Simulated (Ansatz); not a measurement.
**What a change of settings does to a run on Hg**

The cell comes from COD entry 1541226, which wasn't checked; take it as a given geometry. The listed cell was then made from it by scaling, straining or moving an atom.

First run: DFT, PBE, all-electron LAPW, scalar-relativistic (Ansatz 0.2.0).

Command: `ansatz run input.yaml --threads 1 --pin off --max-ram 2048MiB --backend cpu --events-out ev --progress --plain --runs-dir out` The run took about 110 s on 1 thread of a shared machine.

```yaml
crystal:
  lattice:
    - [1.7623286176, 1.0384562332, 2.2612881668]
    - [-1.697672293, 1.003856224, 2.2266881577]
    - [0.0023636754, -1.9752924571, 2.2140236754]
  atoms:
    - { symbol: Hg, position: [0.0, 0.0, 0.0] }
kpoints:
  mp_grid: { grid: [12, 12, 12] }
scf:
  occupations: { method: fermi_dirac, width: 0.03 }
hamiltonian:
  xc: pbe
  pseudopotentials: { kind: all_electron, lapw: { basis_error: 0.0005 } }
output:
  forces: true
  stress: true
  eigenvalues: true
```

Result: converged; pressure 6.12 GPa; no gap on the k mesh; 6 SCF iterations.

No spin–orbit coupling, which matters for the heavy atoms here.

The input is then changed:

```diff
@@ -9,5 +9,5 @@
   mp_grid: { grid: [12, 12, 12] }
 scf:
-  occupations: { method: fermi_dirac, width: 0.03 }
+  occupations: { method: tetrahedron_uncorrected }
 hamiltonian:
   xc: pbe
```

**Question.** What does the second run give?

**Answer.** It converged; energy at zero smearing +53.5 meV/atom from the first run; pressure 6.89 GPa; no gap on the k mesh; 6 SCF iterations. Some of these settings are too coarse for converged properties.
